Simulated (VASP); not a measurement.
# PbSe (Pm-3m) in VASP: further runs

Runs on PbSe. Level: PBEsol. Tasks: single point.

Program: VASP 6.6.1. These are calculated values, not measurements. Logs are shortened: lines on timing, memory, paths and dates and some standing lists are left out, and cuts for length are marked.

## 1. The structure

Symmetry: Pm-3m, No. 221, cubic system. Conventional cell: a = 3.784 Å, b = 3.784 Å, c = 3.784 Å, α = 90.00°, β = 90.00°, γ = 90.00°. Pb (site symmetry m-3m) is surrounded by 8 Se at 3.28 Å. Around Se (site symmetry m-3m) lie 8 Pb at 3.28 Å.

Measurements of this composition are mostly on another form, of space group No. 225.

## 2. Single point, PBEsol

INCAR

```
SYSTEM = PbSe
  ADDGRID = .False.
  ALGO = Normal
  EDIFF = 1E-6
  ENCUT = 520
  GGA = PS
  ISIF = 2
  ISMEAR = 0
  LASPH = .True.
  LCHARG = .False.
  LREAL = .False.
  LWAVE = .False.
  NELM = 100
  PREC = Low
  SIGMA = 0.05
```

KPOINTS

```
k-points
0
Gamma
  7 7 7
  0 0 0
```

POSCAR

```
PbSe
1.0
    3.7843220000      0.0000000000      0.0000000000
    0.0000000000      3.7843220000      0.0000000000
    0.0000000000      0.0000000000      3.7843220000
Pb Se
1 1
Direct
    0.0499830000      0.0304240000      0.0268320000
    0.4857650000      0.4915870000      0.4882140000
```

Potentials or basis: VASP PAW PBE potentials, release 64 (Pb_d, Se).

Launch:

```bash
$ cat potpaw_PBE.64/Pb_d/POTCAR potpaw_PBE.64/Se/POTCAR > POTCAR
$ mpirun -np 1 vasp_std > vasp.out
```

OUTCAR:

```text
SYSTEM = PbSe
   EDIFF = 1E-6
   ENCUT = 520
   GGA = PS
   ISIF = 2
   ISMEAR = 0
   LASPH = .True.
   LREAL = .False.
   NELM = 100
   PREC = Low

 Found    172 irreducible k-points:

 Following reciprocal coordinates:
            Coordinates               Weight
  0.000000  0.000000  0.000000      1.000000
  0.142857  0.000000  0.000000      2.000000
  0.000000  0.142857  0.000000      2.000000
  0.000000  0.000000  0.142857      2.000000
  0.285714  0.000000  0.000000      2.000000
  0.000000  0.285714  0.000000      2.000000
   k-points           NKPTS =    172   k-points in BZ     NKDIM =    172   number of bands    NBANDS=     14
   number of dos      NEDOS =    301   number of ions     NIONS =      2
   total plane-waves  NPLWV =  13824
   dimension x,y,z NGX =    24 NGY =   24 NGZ =   24
   dimension x,y,z NGXF=    24 NGYF=   24 NGZF=   24
   ions per type =               1   1
   NGX,Y,Z   is equivalent  to a cutoff of  10.54, 10.54, 10.54 a.u.
   NGXF,Y,Z  is equivalent  to a cutoff of  10.54, 10.54, 10.54 a.u.
 SYSTEM =  PbSe
   PREC   = low       normal or accurate (medium, high low for compatibility)
   ISTART =      0    job   : 0-new  1-cont  2-samecut
   ICHARG =      2    charge: 1-file 2-atom 10-const
   ISPIN  =      1    spin polarized calculation?
   LNONCOLLINEAR =      F non collinear calculations
   LSORBIT =      F    spin-orbit coupling
   LASPH  =      T    aspherical Exc in radial PAW
   ENCUT  =  520.0 eV  38.22 Ry    6.18 a.u.   7.04  7.04  7.04*2*pi/ulx,y,z
   NELM   =    100;   NELMIN=  2; NELMDL= -5     # of ELM steps
   EDIFF  = 0.1E-05   stopping-criterion for ELM
   LREAL  =      F    real-space projection
   EDIFFG = 0.1E-04   stopping-criterion for IOM
   NSW    =      0    number of steps for IOM
   IBRION =     -1    ionic relax: 0-MD 1-quasi-New 2-CG
   NFREE  =      0    steps in history (QN), initial steepest desc. (CG)
   ISIF   =      2    stress and relaxation
   ISYM   =      2    0-nonsym 1-usesym 2-fastsym
   POTIM  = 0.5000    time-step for ionic-motion
   TEBEG  =    0.0;   TEEND  =   0.0 temperature during run
   PSTRESS=    0.0 pullay stress
   NELECT =      20.0000    total number of electrons
   NUPDOWN=      -1.0000    fix difference up-down
   EMIN   =  10.00;   EMAX   =-10.00  energy-range for DOS
   EFERMI =   0.00;   METHOD = LEGACY
   ISMEAR =     0;   SIGMA  =   0.05  broadening in eV -4-tet -1-fermi 0-gaus
   EFERMI_NEDOS =   21; number of points for ismear=-14 and -15
   IALGO  =     38    algorithm
   IMIX   =      4    mixing-type and parameters
     AMIX     =   0.40;   BMIX     =  1.00
     AMIX_MAG =   1.60;   BMIX_MAG =  1.00
  volume/ion in A,a.u.               =      27.10       182.87
  Fermi-wavevector in a.u.,A,eV,Ry     =   1.174258  2.219025 18.760817  1.378881
  Thomas-Fermi vector in A             =   2.310658
   LORBIT       =      0    0 simple, 1 ext, 2 COOP (PROOUT), +10 PAW based schemes
   GGA     = PS    functional components
   LHFCALC =     F    Hartree Fock is set to
   AEXX    =    0.0000 exact exchange contribution
   IVDW    =     0    specifies the selected vdW correction
   LEPSILON=     F    determine dielectric tensor
   LRPA    =     F    only Hartree local field effects (RPA)
 non-spin polarized calculation
 Gauss-broadening in eV      SIGMA  =   0.05
  energy-cutoff  :      520.00
  volume of cell :       54.20
 maximum number of plane-waves:      1474
   NGX = 15   NGY = 15   NGZ = 15

 number of electron      19.9999889 magnetization

 Free energy of the ion-electron system (eV)
  ---------------------------------------------------
  ext. energy  EPLUGINS =         0.00000000
  ---------------------------------------------------
  free energy    TOTEN  =        -8.50904721 eV

  energy without entropy =       -8.50745308  energy(sigma->0) =       -8.50825014

 E-fermi :   5.1377     XC(G=0): -10.0948

 val. band max:        5.1282425741   @ k =   0.0000   0.4286   0.4286
 cond. band min:       5.1523063421   @ k =  -0.1429  -0.1429   0.1429
 fundamental gap:      0.0240637680
 Fermi energy:         5.1377070000

 k-point     1 :       0.0000    0.0000    0.0000
  band No.  band energies     occupation
      1     -11.6175      2.00000
      2     -11.6141      2.00000
      3     -11.4697      2.00000
      4     -11.4679      2.00000
      5     -11.4619      2.00000
      6      -8.1219      2.00000
      7      -1.8045      2.00000
      8       3.6032      2.00000
      9       3.6742      2.00000
     10       3.7685      2.00000
     11       9.4243      0.00000
     12       9.7568      0.00000
     13      11.4472      0.00000
     14      11.7723      0.00000

 k-point     2 :       0.1429    0.0000    0.0000
  band No.  band energies     occupation
      1     -11.6162      2.00000
      2     -11.5923      2.00000
      3     -11.4760      2.00000
      4     -11.4743      2.00000
      5     -11.4653      2.00000
      6      -7.9761      2.00000
      7      -2.0980      2.00000
      8       3.5921      2.00000
      9       3.8163      2.00000
     10       3.8368      2.00000
     11       9.2183      0.00000
     12       9.8021      0.00000
     13      10.8964      0.00000
     14      11.4138      0.00000

 k-point     3 :       0.0000    0.1429    0.0000
  band No.  band energies     occupation
      1     -11.6137      2.00000
      2     -11.5944      2.00000
      3     -11.4777      2.00000
      4     -11.4747      2.00000
      5     -11.4639      2.00000
      6      -7.9713      2.00000
      7      -2.1176      2.00000
      8       3.5311      2.00000
      9       3.8195      2.00000
     10       3.9290      2.00000
     11       9.3902      0.00000
     12       9.5735      0.00000
     13      10.8439      0.00000
     14      11.6173      0.00000

 k-point     4 :       0.0000    0.0000    0.1429
  band No.  band energies     occupation
      1     -11.6138      2.00000
      2     -11.5943      2.00000
      3     -11.4777      2.00000
      4     -11.4748      2.00000
      5     -11.4639      2.00000
      6      -7.9713      2.00000
      7      -2.1177      2.00000
      8       3.5307      2.00000
      9       3.8200      2.00000
     10       3.9291      2.00000
     11       9.3916      0.00000
     12       9.5720      0.00000
     13      10.8435      0.00000
     14      11.6188      0.00000

 k-point     5 :       0.2857    0.0000    0.0000
  band No.  band energies     occupation
      1     -11.6133      2.00000
      2     -11.5441      2.00000
      3     -11.4939      2.00000
      4     -11.4922      2.00000
      5     -11.4647      2.00000
      6      -7.5883      2.00000
      7      -2.8425      2.00000
      8       3.6819      2.00000
      9       4.2490      2.00000
     10       4.2630      2.00000
     11       7.6094      0.00000
     12       9.5361      0.00000
     13       9.8400      0.00000
     14      11.0745      0.00000

 k-point     6 :       0.0000    0.2857    0.0000
  band No.  band energies     occupation
      1     -11.6105      2.00000
      2     -11.5452      2.00000
      3     -11.4960      2.00000
      4     -11.4945      2.00000
      5     -11.4626      2.00000
      6      -7.5681      2.00000
      7      -2.9046      2.00000
      8       3.6605      2.00000
      9       4.2761      2.00000
     10       4.3559      2.00000
     11       7.6806      0.00000
     12       9.3599      0.00000
     13       9.7953      0.00000
     14      11.2296      0.00000

 [... further k-points ...]

------------------------ aborting loop because EDIFF is reached ----------------------------------------

  FORCE on cell =-STRESS in cart. coord.  units (eV):
  Direction    XX          YY          ZZ          XY          YZ          ZX
  --------------------------------------------------------------------------------------
  -------------------------------------------------------------------------------------
  Total       -0.6576598     -0.6033986     -0.6031994      0.1379230      0.1277887      0.1377781
  in kB      -19.4422991    -17.8381823    -17.8322941      4.0773980      3.7777974      4.0731149
  external PRESSURE =     -18.3709252 kB  Pullay stress =       0.0000000 kB

 VOLUME and BASIS-vectors are now :
 -----------------------------------------------------------------------------
  energy-cutoff  :      520.00
  volume of cell :       54.20
      direct lattice vectors                 reciprocal lattice vectors
     3.784322000  0.000000000  0.000000000     0.264248127  0.000000000  0.000000000
     0.000000000  3.784322000  0.000000000     0.000000000  0.264248127  0.000000000
     0.000000000  0.000000000  3.784322000     0.000000000  0.000000000  0.264248127

 POSITION                                       TOTAL-FORCE (eV/Angst)
 -----------------------------------------------------------------------------------
      0.18915      0.11513      0.10154         0.162980      0.064793      0.063444
      1.83829      1.86032      1.84756        -0.162980     -0.064793     -0.063444
 -----------------------------------------------------------------------------------
    total drift:                               -0.004637      0.009858      0.008421

  FREE ENERGIE OF THE ION-ELECTRON SYSTEM (eV)
  ---------------------------------------------------
  free  energy   TOTEN  =        -8.5090472066 eV

  energy  without entropy=       -8.5074530768  energy(sigma->0) =       -8.50825014
```

It took 38 s on 1 thread of Intel Xeon Platinum 8488C (Sapphire Rapids), shared host; peak memory 0.22 GiB.

These settings aren't checked as converged: the numbers below hold their error.

Results:

```
Free energy            : -8.5090 eV
Pressure               : -1.8 GPa
Largest force          : 0.187 eV/Å
Band gap on the k mesh : none (metal or under the smearing width)
```

Caveat: the PAW data sets were made with another functional, which shifts forces and pressure a little.

## 3. Single point, PBEsol

INCAR, as its differences from that of step 2:

```diff
@@ -13,3 +13,3 @@
   NELM = 100
-  PREC = Low
+  PREC = Normal
   SIGMA = 0.05
```

KPOINTS is that of step 2.

POSCAR

```
PbSe
1.0
    3.7843220000      0.0000000000      0.0000000000
    0.0000000000      3.7843220000      0.0000000000
    0.0000000000      0.0000000000      3.7843220000
Pb Se
1 1
Direct
    0.0000000000      0.0000000000      0.0000000000
    0.5000000000      0.5000000000      0.5000000000
```

Potentials or basis: VASP PAW PBE potentials, release 64 (Pb_d, Se).

Launch:

```bash
$ cat potpaw_PBE.64/Pb_d/POTCAR potpaw_PBE.64/Se/POTCAR > POTCAR
$ mpirun -np 1 vasp_std > vasp.out
```

OUTCAR:

```text
SYSTEM = PbSe
   EDIFF = 1E-6
   ENCUT = 520
   GGA = PS
   ISIF = 2
   ISMEAR = 0
   LASPH = .True.
   LREAL = .False.
   NELM = 100
   PREC = Normal

 Found     20 irreducible k-points:

 Following reciprocal coordinates:
            Coordinates               Weight
  0.000000  0.000000  0.000000      1.000000
  0.142857  0.000000  0.000000      6.000000
  0.285714  0.000000  0.000000      6.000000
  0.428571  0.000000  0.000000      6.000000
  0.142857  0.142857  0.000000     12.000000
  0.285714  0.142857  0.000000     24.000000
   k-points           NKPTS =     20   k-points in BZ     NKDIM =     20   number of bands    NBANDS=     14
   number of dos      NEDOS =    301   number of ions     NIONS =      2
   total plane-waves  NPLWV =  13824
   dimension x,y,z NGX =    24 NGY =   24 NGZ =   24
   dimension x,y,z NGXF=    48 NGYF=   48 NGZF=   48
   ions per type =               1   1
   NGX,Y,Z   is equivalent  to a cutoff of  10.54, 10.54, 10.54 a.u.
   NGXF,Y,Z  is equivalent  to a cutoff of  21.09, 21.09, 21.09 a.u.
 SYSTEM =  PbSe
   PREC   = normal    normal or accurate (medium, high low for compatibility)
   ISTART =      0    job   : 0-new  1-cont  2-samecut
   ICHARG =      2    charge: 1-file 2-atom 10-const
   ISPIN  =      1    spin polarized calculation?
   LNONCOLLINEAR =      F non collinear calculations
   LSORBIT =      F    spin-orbit coupling
[... 71 lines left out ...]
     11      10.2300      0.00000
     12      10.2300      0.00000
     13      11.2243      0.00000
     14      11.2243      0.00000
[... 71 lines left out ...]
      1     -11.6237      2.00000
      2     -11.5624      2.00000
      3     -11.5335      2.00000
      4     -11.5180      2.00000
      5     -11.4979      2.00000
      6      -7.3667      2.00000
      7      -2.9100      2.00000
      8       2.6363      2.00000
      9       4.4381      2.00000
     10       4.9439      2.00000
     11       6.9549      0.00000
     12       9.6584      0.00000
     13       9.7092      0.00000
     14      11.7069      0.00000

 [... further k-points ...]

------------------------ aborting loop because EDIFF is reached ----------------------------------------

  FORCE on cell =-STRESS in cart. coord.  units (eV):
  Direction    XX          YY          ZZ          XY          YZ          ZX
  --------------------------------------------------------------------------------------
  -------------------------------------------------------------------------------------
  Total       -1.0971517     -1.0971517     -1.0971517      0.0000000      0.0000000      0.0000000
  in kB      -32.4349329    -32.4349329    -32.4349329      0.0000000      0.0000000      0.0000000
  external PRESSURE =     -32.4349329 kB  Pullay stress =       0.0000000 kB

 VOLUME and BASIS-vectors are now :
 -----------------------------------------------------------------------------
  energy-cutoff  :      520.00
  volume of cell :       54.20
      direct lattice vectors                 reciprocal lattice vectors
     3.784322000  0.000000000  0.000000000     0.264248127  0.000000000  0.000000000
     0.000000000  3.784322000  0.000000000     0.000000000  0.264248127  0.000000000
     0.000000000  0.000000000  3.784322000     0.000000000  0.000000000  0.264248127

 POSITION                                       TOTAL-FORCE (eV/Angst)
 -----------------------------------------------------------------------------------
      0.00000      0.00000      0.00000         0.000000      0.000000      0.000000
      1.89216      1.89216      1.89216         0.000000      0.000000      0.000000
 -----------------------------------------------------------------------------------
    total drift:                                0.000000      0.000000     -0.000000

  FREE ENERGIE OF THE ION-ELECTRON SYSTEM (eV)
  ---------------------------------------------------
  free  energy   TOTEN  =        -8.4718482476 eV

  energy  without entropy=       -8.4702108948  energy(sigma->0) =       -8.47102957
```

stdout:

```text
POSCAR found type information on POSCAR PbSe
 POSCAR found :  2 types and       2 ions
 scaLAPACK will be used
 -----------------------------------------------------------------------------
|                                                                             |
|                                                                             |
|     You enforced a specific xc type in the INCAR file but a different       |
|     I HOPE YOU KNOW WHAT YOU ARE DOING!                                     |
|                                                                             |
 -----------------------------------------------------------------------------

 LDA part: xc-table for (Slater+PW92), standard interpolation
 POSCAR, INCAR and KPOINTS ok, starting setup
 FFT: planning ... GRIDC
 FFT: planning ... GRID_SOFT
 FFT: planning ... GRID
 WAVECAR not read
 entering main loop
```

It took 11 s on 1 thread of Intel Xeon Platinum 8488C (Sapphire Rapids), shared host; peak memory 0.14 GiB.

These settings aren't checked as converged: the numbers below hold their error.

Results:

```
Free energy            : -8.4718 eV
Pressure               : -3.2 GPa
Band gap on the k mesh : none (metal or under the smearing width)
```

Caveat: the PAW data sets were made with another functional, which shifts forces and pressure a little.

[end of part 1 of 2]
